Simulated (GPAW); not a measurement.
# BN (R3m) in GPAW: a series of runs

Aim: see how the results for BN move with the level of theory and the settings. Levels: PBEsol, TB-mBJ, LDA. Tasks: dielectric tensor, single point.

Program: GPAW 26.7.0. These are calculated values, not measurements. Logs are shortened: lines on timing, memory, paths and dates and some standing lists are left out, and cuts for length are marked. The log counts tension as positive stress, the text compression.

### Step 1. The structure

It takes space group R3m (No. 160, trigonal). Conventional cell: a = 2.502 Å, b = 2.502 Å, c = 10.119 Å, α = 90.00°, β = 90.00°, γ = 120.00°. N (site symmetry 3m) has 3 B at 1.44 Å as nearest neighbours. B (site symmetry 3m) is surrounded by 3 N at 1.44 Å.

The cell is a database's computed one.

### Step 2. Dielectric tensor, PBEsol

File run.py:

```python
import numpy as np
from ase import Atoms
from ase.dft.bandgap import bandgap
from ase.io import write
from gpaw import GPAW, PW, setup_paths
from gpaw.response.df import DielectricFunction

setup_paths.insert(0, '.')

atoms = Atoms(['N', 'B'],
              cell=[[1.2511217832, 0.7223354983, 3.3729344033],
                    [-1.2511217832, 0.7223354983, 3.3729344033],
                    [0.0, -1.4446709966, 3.3729344033]],
              scaled_positions=[[0.6672382, 0.6672382, 0.6672382],
                                [0.0003288, 0.0003288, 0.0003288]],
              pbc=True)

calc = GPAW(mode=PW(600),
            xc='PBEsol',
            kpts={'size': (10, 10, 10), 'gamma': True},
            occupations={'name': 'fermi-dirac', 'width': 0.001},
            nbands=11,
            convergence={'density': 1e-06},
            maxiter=150,
            txt='gpaw.txt')
atoms.calc = calc
energy = atoms.get_potential_energy()
calc.write('gs.gpw')
write('result.traj', atoms)
print(f'Energy: {energy:.6f} eV')
print('Fermi level:', round(calc.get_fermi_level(), 4), 'eV')
print(f'Gap: {bandgap(calc)[0]:.4f} eV, direct: {bandgap(calc, direct=True)[0]:.4f} eV')

for size in [(20, 20, 20), (28, 28, 28)]:
    name = 'x'.join(str(n) for n in size)
    dense = calc.fixed_density(kpts={'size': size, 'gamma': True},
                               nbands=30, convergence={'bands': 24, 'eigenstates': 1e-7},
                               update_fermi_level=True, txt=f'dense-{name}.txt')
    dense.write(f'{name}.gpw', mode='all')
    df = DielectricFunction(f'{name}.gpw', frequencies=np.array([0.0]), hilbert=False, eta=0.001,
                            ecut=80, nbands=24, intraband=False, txt=f'df-{name}.txt')
    for xc in ['RPA', 'LR0.3', 'ALDA_X']:
        for direction in ['x', 'y', 'z', [0, 1, 1], [1, 0, 1], [1, 1, 0]]:
            e0, e = df.get_macroscopic_dielectric_constant(xc=xc, direction=direction)
            print(f'{name} {xc} {direction}: {e0:.4f} without, {e:.4f} with local fields')
```

Potentials or basis: PAW data sets generated in the run's folder for this functional, pw.

Command:

```sh
$ gpaw-setup -f PBEsol B N
$ OMP_NUM_THREADS=1 python run.py
```

gpaw.txt:

```text
__  _  _
 | _ |_)|_||  |
 |__||  | ||/\| - 26.7.0

Input parameters:
  mode=PW(ecut=600.0),
  convergence={'density': 1e-06},
  kpts=MonkhorstPack(size=(10, 10, 10), gamma=True),
  maxiter=150,
  nbands=11,
  occupations=Occupations(name='fermi-dirac', width=0.001),
  xc=XC(name='PBEsol')

Diagonalizing LCAO Hamiltonian
Converting LCAO to pw mode

       N

       B

Atoms  # Å, Bohr magnetons
|   | symbol |         x |         y |        z |    initial magnetic moments |
|---|--------|-----------|-----------|----------|-----------------------------|
| 0 |      N |  0.000000 |  0.000000 | 6.751652 | ( 0.0000,  0.0000,  0.0000) |
| 1 |      B | -0.000000 | -0.000000 | 0.003327 | ( 0.0000,  0.0000,  0.0000) |

Unit cell  # Å
| periodic |         x |         y |        z |  lengths |    angles |
|----------|-----------|-----------|----------|----------|-----------|
|      yes |  1.251122 |  0.722335 | 3.372934 | 3.669300 | 39.871987 |
|      yes | -1.251122 |  0.722335 | 3.372934 | 3.669300 | 39.871987 |
|      yes |  0.000000 | -1.444671 | 3.372934 | 3.669300 | 39.871987 |

Number of symmetries: 6
Symmetry operations  # r_c * U_cc + t_c -> r_c
|   | kind |            matrix            |
|---|------|------------------------------|
| 0 |  E   |  1, 0, 0,  0, 1, 0,  0, 0, 1 |
| 1 |  σ   |  1, 0, 0,  0, 0, 1,  0, 1, 0 |
| 2 |  σ   |  0, 1, 0,  1, 0, 0,  0, 0, 1 |
| 3 |  C3  |  0, 1, 0,  0, 0, 1,  1, 0, 0 |
| 4 |  C3  |  0, 0, 1,  1, 0, 0,  0, 1, 0 |
| 5 |  σ   |  0, 0, 1,  0, 1, 0,  1, 0, 0 |

BZ-sampling:
  Number of BZ points: 1000
  Number of IBZ points: 116

  Monkhorst-Pack size: [10, 10, 10]
  Monkhorst-Pack shift: [0.05, 0.05, 0.05]

K-points  # in reciprocal-cell coordinates
|     |                                coordinates |     weight |
|-----|--------------------------------------------|------------|
|   0 | (  0.00000000,   0.00000000,   0.00000000) | 0.00100000 |
|   1 | (  0.10000000,   0.00000000,  -0.10000000) | 0.00600000 |
|   2 | (  0.10000000,   0.00000000,   0.00000000) | 0.00600000 |
|   3 | (  0.10000000,   0.10000000,  -0.10000000) | 0.00600000 |
|   4 | (  0.10000000,   0.10000000,   0.00000000) | 0.00600000 |
|   5 | (  0.10000000,   0.10000000,   0.10000000) | 0.00200000 |
|   6 | (  0.20000000,  -0.10000000,  -0.10000000) | 0.00600000 |
|   7 | (  0.20000000,   0.00000000,  -0.20000000) | 0.00600000 |
|   8 | (  0.20000000,   0.00000000,  -0.10000000) | 0.01200000 |
|   9 | (  0.20000000,   0.00000000,   0.00000000) | 0.00600000 |
| ... |                                            |            |
| 115 | (  0.50000000,   0.50000000,   0.50000000) | 0.00100000 |

Plane wave coefficients: 624
Cutoff: 600.0 eV

Spin-components: 1 (collinear spins)
Bands:           11
Projectors:      10
Spin-degeneracy: 2
Datatype:        complex128

Parallelization:
  kpt:    1
  domain: 1
  band:   1

Density:
  Valence electrons: 8.0
  Components: 1
  Grid points: [21 21 21]
  Charge: 0.0  # |e|

Potential:
  Grid points: [21 21 21]

species:
  N:
    name:    Nitrogen
    Z:       7.0
    valence: 5
    core:    2
    charge:  0.0  # [|e|]
    compensation charges:
      type: gauss
      rc: 0.18  # [Å]
      lmax: 2
    cutoffs:
      filter: 1.11  # [Å]
      core: 0.96  # [Å]
    projectors
    | kind |    occ | energy [eV] | rcut [Å] |
    |------|--------|-------------|----------|
    |   2s |  2.000 |     -18.455 |    0.603 |
    |   2p |  3.000 |      -7.035 |    0.529 |
    |    s |        |       8.756 |    0.603 |
    |    p |        |      20.177 |    0.529 |
    |    d |        |       0.000 |    0.577 |

    Using partial waves for N as LCAO basis

  B:
    name:    Boron
    Z:       5.0
    valence: 3
    core:    2
    charge:  0.0  # [|e|]
    compensation charges:
      type: gauss
      rc: 0.20  # [Å]
      lmax: 2
    cutoffs:
      filter: 1.14  # [Å]
      core: 1.42  # [Å]
    projectors
    | kind |    occ | energy [eV] | rcut [Å] |
    |------|--------|-------------|----------|
    |   2s |  2.000 |      -9.361 |    0.635 |
    |   2p |  1.000 |      -3.555 |    0.635 |
    |    s |        |      17.850 |    0.635 |
    |    p |        |      23.657 |    0.635 |
    |    d |        |       0.000 |    0.635 |

    Using partial waves for B as LCAO basis

Reference energy: -2141.827435  # eV

eigensolver:
  PPCG
  Converge bands: occupied
  niter=2

density mixing:
  MSR1-Mixer
  Pratt-step length: 0.05
  Maximum mixing coefficient: 0.75
  Old densities: 10
  SVD Regularization: 0.005
  Good broyden scale: 1.0
  Trust region scale: 1.0
  Backstep threshold: 4.0
  History deletion threshold: 6.0
  Fourier metric: weight=20.0, sigma=0.015

occupation numbers:
  Fermi-Dirac:
    width: 0.0010  # eV

poisson solver:
  ecut: 4800.0  # eV

xc functional:
  name: PBEsol with 2 nearest neighbor stencil

convergence criteria:
- Maximum integral of absolute [dens]ity change: 1e-06 electrons / valence electron
- Maximum [total energy] change in last 3 cyles: 0.0005 eV / valence electron
- Maximum integral of absolute [eigenst]ate change: 4e-08 eV^2 / valence electron
maximum number of iterations: 150

SCF iterations
|iter     | |      energy | eigst |  dens |
|---------|-|-------------|-------|-------|
|iter:   1| |  -19.753736 | +0.44 |       |
|iter:   2| |  -19.446505 | -1.39 | -0.65 |
|iter:   3| |  -18.239715 | -1.06 | -0.70 |
|iter:   4| |  -18.213132 | -2.55 | -1.34 |
|iter:   5| |  -18.211074 | -3.31 | -1.74 |
|iter:   6| |  -18.211140c| -4.72 | -2.35 |
|iter:   7| |  -18.211141c| -6.43 | -3.50 |
|iter:   8| |  -18.211141c| -7.92c| -4.04 |
|iter:   9| |  -18.211141c| -8.75c| -5.31 |
|iter:  10| |  -18.211141c| -9.49c| -5.88 |
|iter:  11| |  -18.211141c|-10.17c| -6.84c|

Converged in 11 steps
Energy contributions relative to reference atoms: (reference = -2141.827435)

Energy contributions:
  Kinetic:          17.140896
  Coulomb:         -17.137080
  Zero:             -0.001803
  External:          0.000000
  Xc:              -18.213155
  Entropy:          -0.000000
  Spinorbit:         0.000000
  ----------------------------
  Free energy:     -18.211141
  Extrapolated:    -18.211141

dipole moment: (-0.000000, 0.000000, -13.602507)  # |e|*Ang

Fermi level: 4.674
Eigenvalues  # (at kpt = [0.000, 0.000, 0.000])
| band index |      eig [eV] | occ [0-2] |
|------------|---------------|-----------|
|          0 |       -13.973 |     2.000 |
|          1 |        -0.420 |     2.000 |
|          2 |         2.531 |     2.000 |
|          3 |         2.531 |     2.000 |
|          4 |         8.754 |     0.000 |
|          5 |        15.431 |     0.000 |
|          6 |        15.432 |     0.000 |
|          7 |        16.914 |     0.000 |
|          8 |        18.494 |     0.000 |
|          9 |        29.479 |     0.000 |
|         10 |        31.501 |     0.000 |

Gap: 4.142 eV
Transition (v -> c):
  (s=0, k=22, n=3, [0.30, 0.00, -0.30]) -> (s=0, k=110, n=4, [0.50, 0.50, 0.00])
Direct/indirect transitions are different
Direct gap: 4.829 eV
Transition at: (s=0, k=22, n=3, [0.30, 0.00, -0.30])
# Writing to gs.gpw (mode='')
```

stdout:

```text
<dir> UserWarning: The angles between your unit-cell vectors are 39.9, 39.9 and 39.9 degrees.  Results may be wrong!  Please Niggli-reduce your unit-cell so that the angles are closer to 90 degrees:

  from ase.build import niggli_reduce
  niggli_reduce(atoms)

  warnings.warn(
Energy: -18.211141 eV
[... 28 lines left out ...]
28x28x28 LR0.3 z: 2.9813 without, 2.5515 with local fields
28x28x28 LR0.3 [0, 1, 1]: 3.9433 without, 3.7537 with local fields
28x28x28 LR0.3 [1, 0, 1]: 3.9433 without, 3.7537 with local fields
28x28x28 LR0.3 [1, 1, 0]: 4.9054 without, 5.0243 with local fields
28x28x28 ALDA_X x: 4.9054 without, 4.7758 with local fields
28x28x28 ALDA_X y: 4.9054 without, 4.7758 with local fields
28x28x28 ALDA_X z: 2.9813 without, 2.6184 with local fields
28x28x28 ALDA_X [0, 1, 1]: 3.9433 without, 3.6971 with local fields
28x28x28 ALDA_X [1, 0, 1]: 3.9433 without, 3.6971 with local fields
28x28x28 ALDA_X [1, 1, 0]: 4.9054 without, 4.7758 with local fields
```

df-20x20x20.txt:

```text
FrequencyGridDescriptor(from 0.000 to 0.000 eV, 1 points)
FrequencyGridDescriptor(from 0.000 to 0.000 eV, 1 points)

Calculating chi0 body with:
    Ground state adapter containing:
    Number of spins: 1
    Number of kpoints: 8000
    Number of irreducible kpoints: 781
    Number of completely occupied states: 4
    Number of partially occupied states: 4
[... 383 lines left out ...]
      (3,3)   0.00000000  0.00000000  yes
      (4,-4)  0.00000000  0.00000000  yes
      (4,-3)  0.00000005  0.00000000  yes
      (4,-2)  0.00000000  0.00000000  yes
      (4,-1)  0.00000000  0.00000000  yes
      (4,0)   0.00728974  0.00050639  yes
      (4,1)   0.00000000  0.00000000  yes
      (4,2)   0.00000950  0.00000042  yes
      (4,3)   0.00000000  0.00000000  yes
      (4,4)   0.00000020  0.00000001  yes
      In total: 0.9999062608970914 of the surface norm square is covered on average
      In total: 0.9999062608970916 of the surface norm square could be covered on average

Finished calculating f(G)
```

Run time: 13 min. Hardware: 1 thread of Intel Xeon 6975P-C (Granite Rapids), shared host; peak memory 1.5 GiB.

Results:

```
Free energy                             : -18.2111 eV
Band gap on the k mesh                  : 4.14 eV, indirect (least direct gap 4.83 eV)
Electronic dielectric tensor (diagonal) : 4.67, 4.67, 2.49
```

Electronic dielectric tensor:
```
4.67 0.00 0.00
0.00 4.67 0.00
0.00 0.00 2.49
```

Caveat: the long-wavelength limit can be off by a per cent or two; the program warned that so skewed a cell can give wrong results. A k mesh can miss the band edges.

### Step 3. Single point, TB-mBJ

File run.py:

```python
from ase import Atoms
from ase.dft.bandgap import bandgap
from ase.io import write
from gpaw import GPAW, PW

atoms = Atoms(['N', 'B'],
              cell=[[1.2511217832, 0.7223354983, 3.3729344033],
                    [-1.2511217832, 0.7223354983, 3.3729344033],
                    [0.0, -1.4446709966, 3.3729344033]],
              scaled_positions=[[0.6672382, 0.6672382, 0.6672382],
                                [0.0003288, 0.0003288, 0.0003288]],
              pbc=True)

calc = GPAW(mode=PW(800),
            xc='TB09',
            kpts={'size': (10, 10, 10), 'gamma': True},
            occupations={'name': 'fermi-dirac', 'width': 0.05},
            nbands=11,
            convergence={'density': 1e-05, 'energy': 1e-05},
            eigensolver='cg',
            maxiter=150,
            txt='gpaw.txt')
atoms.calc = calc
energy = atoms.get_potential_energy()
calc.write('gs.gpw')
write('result.traj', atoms)
print('Fermi level:', round(calc.get_fermi_level(), 4), 'eV')
print(f'Gap: {bandgap(calc)[0]:.4f} eV, direct: {bandgap(calc, direct=True)[0]:.4f} eV')
```

Potentials or basis: GPAW PAW data sets for LDA (gpaw-data 1.2.1), pw.

Command:

```sh
$ OMP_NUM_THREADS=1 python run.py
```

Run time: 5.7 min. Hardware: 1 thread of Intel Xeon at 2.50GHz (Skylake/Cascade Lake), shared host; peak memory 0.22 GiB.

The run converged. Its results:

```
Band gap on the k mesh : 5.80 eV, indirect (least direct gap 6.64 eV)
```

Levels at points of the mesh, in eV from the valence-band top:
```csv
k point,band 2,band 3,band 4,band 5,band 6,band 7
"(0.00, 0.00, 0.00)",-3.87,-1.80,-1.80,6.64,12.61,12.61
"(0.50, 0.00, 0.00)",-9.17,-4.42,-0.52,6.82,10.82,14.65
"(0.50, 0.50, 0.00)",-9.08,-4.47,-1.01,5.80,10.74,16.01
"(0.50, 0.50, 0.50)",-5.56,-1.82,-1.82,11.76,12.55,12.55
```

Caveat: a model potential gives levels but no total energy. A k mesh can miss the band edges.

[end of part 1 of 2]
